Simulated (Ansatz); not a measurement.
Something may be wrong with this Ansatz 0.2.0 calculation of Mg.

The input input.yaml:

```yaml
crystal:
  lattice:
    - [-1.8727114626, 1.8727114626, 1.67940402]
    - [1.8727114626, -1.8727114626, 1.67940402]
    - [1.7992717974, 1.7992717974, -1.67940402]
  atoms:
    - { symbol: Mg, position: [0.0, 0.0, 0.0] }
hamiltonian:
  xc: pbe
  pseudopotentials: { kind: paw }
kpoints:
  mp_grid: { grid: [9, 9, 9] }
scf:
  occupations: { method: fermi_dirac, width: 0.05 }
  max_iter: 100
output:
  forces: true
  stress: true
  eigenvalues: true
basis:
  ecutwfc: "40 Ry/bohr"
```

Potentials or basis: Ansatz PAW.

Command:

```bash
$ ansatz run input.yaml --threads 2 --pin off --max-ram 5632MiB --backend cpu --events-out ev --progress --plain --runs-dir out
```

Output:

```text
Error: YAML parse error: error: line 21 column 12: unknown unit factor `Ry/bohr`
  --> <input>:21:12
   |
19 |   eigenvalues: true
20 | basis:
21 |   ecutwfc: "40 Ry/bohr"
   |            ^ unknown unit factor `Ry/bohr`
```

**Question.** How did it end, and where is the flaw?

**Answer.** The program refused the input. The input holds a flaw that was put in on purpose: a cutoff in the wrong unit (basis.ecutwfc = 40 Ry/bohr).
